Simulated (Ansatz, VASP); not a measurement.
**Two plane-wave programs on CsI**

File INCAR:

```
  PREC = Accurate
  ENCUT = 520
  EDIFF = 1E-7
  ISMEAR = 0
  SIGMA = 0.01
  LREAL = False
  LASPH = True
  NELM = 100
  ALGO = Normal
  ISIF = 2
  LWAVE = False
  LCHARG = False
  GGA = PS
  NBANDS = 15
```

The input KPOINTS:

```
Automatic mesh
0
Gamma
  3 3 3
```

POSCAR

```
CsI
1.0
    4.5667000000      0.0000000000      0.0000000000
    0.0000000000      4.5667000000      0.0000000000
    0.0000000000      0.0000000000      4.5667000000
Cs I
1 1
Direct
    0.0000000000      0.0000000000      0.0000000000
    0.5000000000      0.5000000000      0.5000000000
```

Input for Ansatz:

```yaml
crystal:
  lattice:
    - [4.5667, 0.0, 0.0]
    - [0.0, 4.5667, 0.0]
    - [0.0, 0.0, 4.5667]
  atoms:
    - { symbol: Cs, position: [0.0, 0.0, 0.0] }
    - { symbol: I, position: [0.5, 0.5, 0.5] }
kpoints:
  mp_grid:
    grid: [3, 3, 3]
    shift: [0.0, 0.0, 0.0]
hamiltonian:
  xc: pbesol
  pseudopotentials:
    kind: paw
scf:
  n_extra_bands: 2
  lower_state_search: standard
  occupations:
    method: fixed
output:
  forces: true
  stress: true
  eigenvalues: true
```

Alike in both runs: task single point; functional PBEsol; k mesh 3 × 3 × 3; no spin polarisation.

|  | VASP | Ansatz |
| --- | --- | --- |
| version | VASP 6.6.1 | Ansatz 0.2.0 |
| potentials or method | VASP PAW PBE potentials, release 64 (Cs_sv, I) | plane waves, PAW |
| plane-wave cutoff (eV) | 520 | 420 |
| occupations | gaussian, width 0.01 eV | fixed |
| valence electrons in the cell | 16 | 26 |

Ansatz gave:

| Property | Result |
| --- | --- |
| gap on the k mesh at the Fermi level (eV) | 3.79 |
| pressure (GPa) | -0.4 |

**Question.** What did VASP give for the same quantities?

**Answer.** gap on the k mesh at the Fermi level (eV): 3.78; pressure (GPa): -0.3.

The two sets of potentials don't hold the same shells in valence.

Caveats: the k mesh is coarse (spacing up to 0.46 Å⁻¹), so the values aren't converged; the PAW data sets were made with another functional, which shifts forces and pressure a little (VASP); spin-orbit coupling is left out, which moves the levels of the heavy elements. Expect the measured gap to be larger: semilocal functionals such as PBEsol lack the derivative discontinuity.
